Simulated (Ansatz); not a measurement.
Crystal: InSe.

```
In Se
1.0
     2.00000    1.15470    8.44000
    -2.00000    1.15470    8.44000
     0.00000   -2.30940    8.44000
In Se
2 2
Direct
  0.88860 0.88860 0.88860
  0.00000 0.00000 0.00000
  0.17190 0.17190 0.17190
  0.38350 0.38350 0.38350
```

```yaml
Program: Ansatz 0.2.0
Task: relaxation of cell and atoms
Functional: r2SCAN
Potentials_or_basis: Ansatz PAW
Cutoff: "500 eV (not typed: the program's choice for these potentials)"
k_mesh: 8 × 8 × 8
Occupations: fermi-dirac, width 0.05 eV
Spin: no spin polarisation
```

At the start: volume 29.24 Å³/atom.

Q: How do energy, volume and symmetry change on relaxing?

A: It ends after 5 steps and the volume is 30.74 Å³/atom (+5.1 %); space group R3m (No. 160, to 0.05 Å).

The path:
| step | energy change (eV) | largest force (eV/Å) | volume (Å³) |
| --- | --- | --- | --- |
| 1 | 0.0000 | 0.2389 | 116.95 |
| 2 | -0.0224 | 0.0233 | 122.17 |
| 3 | -0.0229 | 0.0053 | 122.47 |
| 4 | -0.0232 | 0.0050 | 122.95 |
| 5 | -0.0237 | 0.0050 | 122.95 |

Final structure:
```
In Se
1.0
     2.02200    1.16740    8.68142
    -2.02200    1.16740    8.68142
     0.00000   -2.33480    8.68142
In Se
2 2
Direct
  0.89062 0.89062 0.89062
  0.99805 0.99805 0.99805
  0.17565 0.17565 0.17565
  0.37967 0.37967 0.37967
```

Caveat: the plane-wave basis is chosen anew once the cell has moved, so the energies of steps on either side of that aren't comparable; the PAW data sets come from PBE, with cores solved anew for the run's functional, which leaves a small shift of forces and pressure.
